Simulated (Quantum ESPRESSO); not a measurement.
Crystal: PtSe2 (Sudovikovite).

```xyz
3
Lattice="3.7240 0.0000 0.0000 -1.8620 3.2251 0.0000 0.0000 0.0000 5.0620" Properties=species:S:1:pos:R:3 pbc="T T T"
Pt    0.0000    0.0000    0.0000
Se    1.8620    1.0750    3.7965
Se    0.0000    2.1501    1.2655
```

```yaml
Program: Quantum ESPRESSO 7.5
Task: relaxation of cell and atoms
Functional: PBEsol
Dispersion: D3(BJ)
Potentials_or_basis: GBRV 1.5 PBEsol
Cutoff: 612 eV
Density_cutoff: 4898 eV
k_mesh: 8 × 8 × 5
Occupations: fermi-dirac, width 0.05 eV
Spin: no spin polarisation
```

At the start: pressure -1.1 GPa; volume 20.27 Å³/atom.

Question: How do energy, volume and symmetry change on relaxing?

Answer: Over 11 steps the energy falls by 27.9 meV/atom and the volume is 18.79 Å³/atom (-7.3 %); space group P-3m1 (No. 164, to 0.05 Å).

Step by step:
```csv
step,energy change (eV),largest force (eV/Å),pressure (GPa),volume (Å³)
1,0.0000,0.3407,-1.10,60.80
2,-0.0043,0.3113,-1.19,60.68
3,-0.0453,0.3788,-1.62,57.48
4,-0.0523,0.1855,-1.25,57.90
5,-0.0579,0.0729,-0.52,57.69
6,-0.0673,0.1009,1.34,56.70
7,-0.0712,0.1105,1.87,56.21
8,-0.0772,0.0716,1.87,55.78
9,-0.0819,0.0281,1.02,55.91
10,-0.0836,0.0066,0.16,56.27
11,-0.0838,0.0014,0.01,56.36
```

Final structure:
```
CELL_PARAMETERS angstrom
3.73834 0.00000 0.00000
-1.86917 3.23750 0.00000
0.00000 0.00000 4.65634
ATOMIC_POSITIONS crystal
Pt 0.00000 0.00000 0.00000
Se 0.66667 0.33333 0.72856
Se 0.33333 0.66667 0.27144
```

Caveat: pairwise dispersion overbinds metals, which lowers pressure and volume.
